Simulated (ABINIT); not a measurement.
Crystal: LiF (Griceite).

```
F Li
1.0
     0.00000    2.01400    2.01400
     2.01400    0.00000    2.01400
     2.01400    2.01400    0.00000
F Li
1 1
Direct
  0.50000 0.50000 0.50000
  0.00000 0.00000 0.00000
```

- Program: ABINIT 10.8.3 (patched build)
- Task: single point
- Functional: PBE
- Potentials or basis: JTH PAW PBE v2.0
- Cutoff: 626 eV
- k mesh: 11 × 11 × 11
- Occupations: fermi-dirac, width 0.05 eV
- Spin: no spin polarisation

On this cell: pressure 1.8 GPa; largest force zero by symmetry; band gap on the k mesh 9.06 eV, direct.

The same run follows on a disturbed copy (atoms moved at random, drawn with an rms of 0.05 Å):

```
F Li
1.0
     0.00000    2.01400    2.01400
     2.01400    0.00000    2.01400
     2.01400    2.01400    0.00000
F Li
1 1
Direct
  0.51469 0.47986 0.52021
  0.01018 0.99935 0.01060
```

Question: What does the disturbed cell give?

Answer: The energy moves by +0.9 meV/atom; pressure 1.9 GPa; largest force 0.077 eV/Å; band gap on the k mesh 9.05 eV, direct.

Forces in eV/Å, atoms in the order of the input:
```
F    0.034 -0.047  0.050
Li  -0.034  0.047 -0.050
```

Caveats: an odd mesh through Γ misses points on the zone boundary, where band edges often lie.
